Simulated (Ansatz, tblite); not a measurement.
TePb: GFN1-xTB, run from Python

These are simulated results from tblite 0.8.0, not measurements. The cell was built from a prototype and was relaxed with r2SCAN in plane waves (Ansatz 0.2.0). Not every such cell is a known phase. All runs are without spin polarisation.

It is cubic, F-43m (No. 216); a = 7.283 Å in the conventional setting, 48.29 Å³ an atom. Around Pb lie 4 Te at 3.15 Å; around Te lie 4 Pb at 3.15 Å.

tblite solves periodic systems at the zone centre alone, so the script builds a cluster of 2×2×2 conventional cells (64 atoms), which folds in a coarse mesh of k points.

run.py reads:

```python
import json
from ase import Atoms
from ase.build import make_supercell
from ase.units import Bohr, GPa, Hartree
from tblite.interface import Calculator

atoms = Atoms(['Pb', 'Te'],
              cell=[[0.0, 3.641494, 3.641494], [3.641494, -0.0, 3.641494], [3.641494, 3.641494, -0.0]],
              scaled_positions=[[0.0, -0.0, -0.0], [0.25, 0.25, 0.25]],
              pbc=True)
cluster = make_supercell(atoms, [[-2, 2, 2], [-2, -2, 2], [2, -2, 2]])
calc = Calculator('GFN1-xTB', cluster.numbers, cluster.positions / Bohr, lattice=cluster.cell[:] / Bohr, periodic=cluster.pbc)
calc.set('temperature', 0.02 / Hartree)
calc.set('max-iter', 150)
res = calc.singlepoint()
levels = res.get('orbital-energies') * Hartree
nv = round(res.get('orbital-occupations').sum() / 2)
cells = len(cluster) // len(atoms)
out = {'energy_per_cell': res.get('energy') * Hartree / cells, 'homo': levels[nv - 1], 'lumo': levels[nv],
       'stress': (-res.get('virial') * Hartree / cluster.get_volume() / GPa).tolist(), 'charges': res.get('charges')[:len(atoms)].tolist(), 'electrons': 2 * nv / cells}
json.dump(out, open('results.json', 'w'))
for key, value in out.items():
    print(key, value)
```

Command: `python run.py`. It took 1.3 s on 1 thread of Arm Neoverse V2, on a shared host, peak memory 0.12 GiB.

The log:

```
------------------------------------------------------------
  cycle        total energy    energy error   density error
------------------------------------------------------------
      1     -171.9595573798  -1.7156547E+02   7.1446752E-01
      2     -175.3038725519  -3.3443152E+00   3.8019679E-01
      3     -176.6362962787  -1.3324237E+00   9.9923957E-02
      4     -176.7239123854  -8.7616107E-02   6.7690484E-03
      5     -176.7242670024  -3.5461699E-04   3.7885830E-03
      6     -176.7243503896  -8.3387182E-05   2.3170452E-03
      7     -176.7243973762  -4.6986559E-05   1.6628426E-05
      8     -176.7243973788  -2.6783198E-09   3.6392124E-06
------------------------------------------------------------

 total:                                   0.760 sec
energy_per_cell -150.27861865623098
homo -8.716926120165146
lumo -6.489385083418934
stress [[-5.024780643750655, -6.379560087597463e-07, 6.379560057271335e-07], [-6.379560086620242e-07, -5.024780643750646, 6.37956005679296e-07], [6.379560057963021e-07, 6.37956005709582e-07, -5.024780643750653]]
charges [0.33884614131801394, -0.3388369468871947]
electrons 10.0
```

The cycle table is in hartree for the whole cluster, and the lines after it are in eV (the energy for one cell). The printed stress is in GPa and positive in compression, and the pressure is its mean diagonal.

GFN1-xTB gives a gap of 2.23 eV. On the same cell, plane-wave PBE (Ansatz, 6×6×6 k points and the special points) gives a gap of 0.59 eV and r2SCAN a gap of 0.75 eV; on shared hosts these took about 3.8 and 8.4 core-seconds on the 2-atom cell, against 1.3 for the script. Spin-orbit coupling, left out in all these runs, can cut or reorder the gap by tenths of an eV, up to about 1 eV with Pb or Bi. xTB was fitted to molecules, so gaps, charges and pressures of solids can be far off, and the gap also depends on the size of the cluster.

The same script was run on cells scaled at fixed shape and fractional coordinates:

| volume (Å³/atom) | energy (meV/atom) | pressure (GPa, positive in compression) | gap (eV) |
| --- | --- | --- | --- |
| 42.49 | -71.5 | 1.52 | 2.08 |
| 45.39 | -65.3 | -2.07 | 2.18 |
| 48.29 | 0.0 | -5.02 | 2.23 |
| 51.19 | 109.3 | -6.97 | 2.23 |
| 54.08 | 246.6 | -8.13 | 2.13 |

The pressure crosses zero near 43.7 Å³/atom, but the curve is too rough for a fit.

xTB was fitted mostly to molecules, and a small cluster samples few k points, so gaps, pressures and kinks along a curve can be far from a solid's.

Spin-orbit coupling is left out; in compounds of Pb, Bi, Tl or Hg it can lower a gap by up to about 1 eV, split its edges or invert the bands.
